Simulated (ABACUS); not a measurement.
The system is GaP.

```
Ga P
1.0
     0.00000    2.72525    2.72525
     2.72525    0.00000    2.72525
     2.72525    2.72525    0.00000
Ga P
1 1
Direct
  0.00000 0.00000 0.00000
  0.75000 0.75000 0.75000
```

Base run:

- Program: ABACUS 3.10.1
- Functional: PBEsol
- Potentials or basis: GBRV ultrasoft 1.5 PBE
- Cutoff: 544 eV
- Density cutoff: 4354 eV
- Basis: plane waves
- k mesh: 6 × 6 × 6
- Occupations: fermi-dirac, width 0.05 eV
- Spin: no spin polarisation

Its results: band gap on the k mesh 1.50 eV, indirect (least direct gap 1.70 eV); pressure -1.1 GPa.

**Question.** The run is repeated on the same cell with these changes: functional from PBEsol to B86bPBE. What comes out?

**Answer.** Band gap on the k mesh 1.68 eV, indirect (least direct gap 1.82 eV); pressure 2.5 GPa.

Caveats: the potentials were made for another functional, which shifts forces and pressure.

A k mesh can miss the band edges.
